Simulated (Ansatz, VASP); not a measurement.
## Rb: VASP beside Ansatz

```
Rb
1.0
     3.79931    0.00000    0.00000
    -1.89965    3.29030    0.00000
     0.00000    0.00000    6.24507
Rb
2
Cartesian
  0.0000 2.1935 1.5613
  1.8997 1.0968 4.6838
```

Change from the starting cell: volume scaled by 0.5, LAPW.

Alike in both runs: task single point; functional LDA; k mesh 9 × 9 × 5; occupations fermi-dirac, width 0.1 eV; no spin polarisation.

|  | VASP | Ansatz |
| --- | --- | --- |
| version | VASP 6.6.1 | Ansatz 0.2.0 |
| potentials or method | VASP PAW LDA potentials, release 64 (Rb_sv), cutoff 520 eV | all-electron LAPW, scalar-relativistic |

|  | VASP | Ansatz | Ansatz less VASP |
| --- | --- | --- | --- |
| pressure (GPa) | 7.6 | 7.6 | 0.00 |

Ansatz ran all-electron here, so the differences hold the error of VASP's frozen core and of both bases.
